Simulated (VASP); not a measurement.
Wanted: the native input for a VASP 6.6.1 run.

| Quantity | Value |
| --- | --- |
| Task | band structure |
| Functional | PBE |
| Potentials or basis | VASP PAW PBE potentials, release 64 (Pt, S) |
| Cutoff | 500 eV |
| k mesh | 9 × 9 × 5 |
| Occupations | fermi-dirac, width 0.05 eV |
| Spin | no spin polarisation |
| Further INCAR settings | ALGO = Fast; EDIFF = 1e-06 |

The structure of PtS2 lies in POSCAR:

```
PtS2
1.0
    3.5432000000      0.0000000000      0.0000000000
   -1.7716000000      3.0685012107      0.0000000000
    0.0000000000      0.0000000000      5.0388000000
Pt S
1 2
Direct
    0.0000000000      0.0000000000      0.0000000000
    0.6666666667      0.3333333333      0.7730000000
    0.3333333333      0.6666666667      0.2270000000
```

The input as run:

INCAR

```
PREC = Accurate
ENCUT = 500
EDIFF = 1E-6
ISMEAR = -1
SIGMA = 0.05
LREAL = False
LASPH = True
NELM = 100
ALGO = Fast
ISIF = 2
LWAVE = False
LCHARG = False
LMAXMIX = 4
GGA = PE
```

KPOINTS

```
regular mesh
0
Gamma
  9 9 5
```

KPOINTS_OPT

```
path GMKGALHA,LM,KH
10
line-mode
reciprocal
 0.0000000000  0.0000000000  0.0000000000  G
 0.5000000000  0.0000000000  0.0000000000  M

 0.5000000000  0.0000000000  0.0000000000  M
 0.3333333333  0.3333333333  0.0000000000  K

 0.3333333333  0.3333333333  0.0000000000  K
 0.0000000000  0.0000000000  0.0000000000  G

 0.0000000000  0.0000000000  0.0000000000  G
 0.0000000000  0.0000000000  0.5000000000  A

 0.0000000000  0.0000000000  0.5000000000  A
 0.5000000000  0.0000000000  0.5000000000  L

 0.5000000000  0.0000000000  0.5000000000  L
 0.3333333333  0.3333333333  0.5000000000  H

 0.3333333333  0.3333333333  0.5000000000  H
 0.0000000000  0.0000000000  0.5000000000  A

 0.5000000000  0.0000000000  0.5000000000  L
 0.5000000000  0.0000000000  0.0000000000  M

 0.3333333333  0.3333333333  0.0000000000  K
 0.3333333333  0.3333333333  0.5000000000  H
```

Potentials or basis: VASP PAW PBE potentials, release 64 (Pt, S).

Command:

```bash
$ cat potpaw_PBE.64/Pt/POTCAR potpaw_PBE.64/S/POTCAR > POTCAR
$ mpirun -np 1 vasp_std > vasp.out
```

It gave:

```yaml
Pressure: 11.1 GPa
Largest_force: 1.211 eV/Å
Band_gap_on_the_k_mesh: 1.03 eV, indirect (least direct gap 1.08 eV)
Band_gap_along_the_path: 1.02 eV, indirect (least direct gap 1.58 eV)
```

Caveat: spin-orbit coupling is left out, which moves the levels of the heavy elements; forces of over 1 eV/Å show positions far from the minimum, so gaps and moduli don't describe the material at rest.

It took 32 s on 1 thread of Intel(R) Xeon(R) 6975P-C (Granite Rapids), with other jobs on the host, peak memory 0.22 GiB.
